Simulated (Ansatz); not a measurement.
# CsI (Pm-3m): G0W0 against its settings

A 2-atom cell of CsI started from a crystallographic database, relaxed with r2SCAN; one-shot G0W0 in Ansatz without spin-orbit coupling. No spin polarisation and no zero-point or thermal motion.

```
Cs I
1.0
     4.60808    0.00000    0.00000
     0.00000    4.60808    0.00000
     0.00000    0.00000    4.60808
Cs I
1 1
Direct
  0.00000 0.00000 0.00000
  0.50000 0.50000 0.50000
```

Gaps are read over the mesh points alone. G0W0 here is at a finite number of bands, screening cutoff and k mesh, not at the basis limit.
```csv
start,potentials,frequency model,mesh,empty bands,screening cutoff (eV),Kohn-Sham gap (eV),G0W0 gap (eV)
PBE,PAW,contour deformation,4×4×4,222,100,3.80,5.67
PBE,PAW,contour deformation,4×4×4,536,180,3.80,5.77
PBE,PAW,contour deformation,4×4×4,1041,260,3.80,5.79
HSE06,PAW,contour deformation,4×4×4,536,180,4.79,6.23
r2SCAN,PAW,contour deformation,4×4×4,536,180,4.52,6.12
PBE0,PAW,contour deformation,4×4×4,536,180,5.48,6.45
PBE,PAW,Godby-Needs pole,4×4×4,536,180,3.80,5.74
PBE,PAW,contour deformation,6×6×6,158,80,3.80,5.60
PBE,norm-conserving,contour deformation,4×4×4,536,180,3.80,5.65
```

G0W0 moves the gap on the mesh from 3.80 eV (PBE) to 5.79 eV (M to Γ). Renormalisation factors Z lie between 0.79 and 0.84.

Raising bands and cutoff together moves the gap by +0.10 eV (100 to 180 eV), then +0.02 eV (180 to 260 eV); the last step is small, which bounds nothing strictly. Starting from HSE06 (4.79 eV against PBE's 3.80 eV) gives 6.23 eV, +0.46 eV from G0W0@PBE at the same screening cutoff. Starting from r2SCAN (4.52 eV against PBE's 3.80 eV) gives 6.12 eV, +0.35 eV from G0W0@PBE at the same screening cutoff. Starting from PBE0 (5.48 eV against PBE's 3.80 eV) gives 6.45 eV, +0.68 eV from G0W0@PBE at the same screening cutoff. The Godby-Needs plasmon pole differs from contour deformation by -0.03 eV. Norm-conserving potentials (wave cutoff 952 eV against 420 eV) shift the quasiparticle gap by -0.12 eV and the PBE gap by 0.00 eV. r2SCAN runs take a wave cutoff of 500 eV.
